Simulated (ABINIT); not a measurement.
Crystal: CdS (Hawleyite).

```xyz
2
Lattice="0.0000 2.9165 2.9165 2.9165 0.0000 2.9165 2.9165 2.9165 0.0000" Properties=species:S:1:pos:R:3 pbc="T T T"
Cd    0.0000    0.0000    0.0000
S     4.3748    4.3748    4.3748
```

Base run:

| Item | Value |
| --- | --- |
| Program | ABINIT 10.8.3 (patched build) |
| Functional | BLYP |
| Potentials or basis | JTH PAW PBE v2.0 |
| Cutoff | 599 eV |
| k mesh | 8 × 8 × 8 |
| Occupations | fermi-dirac, width 0.05 eV |
| Spin | no spin polarisation |

Its results: band gap on the k mesh 1.07 eV, direct; pressure 6.2 GPa.

Problem. After a change of settings the same cell gave: band gap on the k mesh 1.13 eV, direct; pressure 2.9 GPa. Which change was it?
A. functional from BLYP to HCTH407
B. functional from BLYP to PBEsol; k mesh from 8 × 8 × 8 to 10 × 10 × 10
C. functional from BLYP to PBE
D. functional from BLYP to AM05

Solution. C.

PBE binds more tightly than BLYP, so the same cell stands under less pressure.

Caveats: the PAW data sets were made with another functional, which shifts forces and pressure a little (some runs).

Not every run made on this cell is shown here.
